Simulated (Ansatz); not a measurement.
Fe2Ge in Ansatz: the effect of fixed moment

Crystal: Fe2Ge.

```
Ge Fe
1.0
     4.16363    0.00000    0.00000
    -2.08182    3.60581    0.00000
     0.00000    0.00000    2.62647
Ge Fe
1 2
Direct
  0.00000 0.00000 0.00000
  0.33333 0.66667 0.50000
  0.66667 0.33333 0.50000
```

The cell comes from a database or a generator and needn't be the stable form of this composition.

Alike in all runs:

- Program: Ansatz 0.2.0
- Task: single point
- Functional: PBEsol
- Potentials or basis: Ansatz PAW
- Cutoff: 420 eV (not typed: the program's choice for these potentials)
- k mesh: 6 × 6 × 8
- Occupations: fermi-dirac, width 0.05 eV

| fixed moment | spin | starting moments | energy over the lowest run (meV/atom) | pressure (GPa) |
| --- | --- | --- | --- | --- |
| 0 | collinear spin, program default start | - | ? | ? |
| 1.5 | collinear spin, ferromagnetic start | [0.0, 0.75, 0.75] μB | 147.2 | -22.4 |
| 3 | collinear spin, ferromagnetic start | [0.0, 1.5, 1.5] μB | 73.0 | -17.7 |
| 4.5 | collinear spin, ferromagnetic start | [0.0, 2.25, 2.25] μB | 0.0 | -10.3 |
| 6 | collinear spin, ferromagnetic start | [0.0, 3.0, 3.0] μB | 60.5 | 0.3 |
| 7.5 | collinear spin, ferromagnetic start | [0.0, 3.75, 3.75] μB | 671.9 | 17.0 |
| 9 | collinear spin, ferromagnetic start | [0.0, 4.5, 4.5] μB | 1742.1 | 36.0 |
| 12 | collinear spin, ferromagnetic start | [0.0, 6.0, 6.0] μB | 5087.8 | 82.1 |

What does the run with fixed moment 0 give?

Energy over the lowest run 195.4 meV/atom; pressure -24.0 GPa.

Worked out: A parabola through the other rows of the energy over the lowest run, of slope -663 meV/atom per unit of fixed moment there, extrapolates to 1138.3 meV/atom, against the run's 195.4. A parabola through the other rows of the pressure, of slope -0.481 GPa per unit of fixed moment there, extrapolates to -23.6 GPa, against the run's -24.0.

Caveats: the total moment is fixed, so each spin has its own Fermi level; the PAW data sets come from PBE, with cores solved anew for the run's functional, which leaves a small shift of forces and pressure; the thresholds are loose for stress; a pressure of tens of GPa on the cell as given is suspect, and the run, the potentials or the cell itself is likely at fault (some runs).
